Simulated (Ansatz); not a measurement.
K, diamond: how the functional moves the structure

All rows: Ansatz, plane waves with scalar-relativistic PAW, 420 eV (500 eV for the SCAN forms), relaxed under each functional, no dispersion correction, no zero-point motion. B₀ comes from uniform scaling at fixed shape; a dash is a value not given.

| functional | V (Å³/atom) | cell | B₀ (GPa) | magnetic state | ΔE to bcc (meV/atom) |
| --- | --- | --- | --- | --- | --- |
| PBE | 111.83 | a = 9.636 Å | 1 | spin not included | 298 |
| PBEsol | 104.74 | a = 9.427 Å | 1 | spin not included | 315 |
| LDA | 96.29 | a = 9.167 Å | 2 | spin not included | 314 |
| revPBE | 122.18 | a = 9.924 Å | 1 | spin not included | 290 |
| RPBE | 123.80 | a = 9.968 Å | 1 | spin not included | 288 |
| BLYP | 130.98 | a = 10.157 Å | - | spin not included | 158 |

(1) What does r²SCAN give?

## Answers

(1) V (Å³/atom): 114.69; cell: a = 9.717 Å; magnetic state: spin not included; ΔE to bcc (meV/atom): 343.
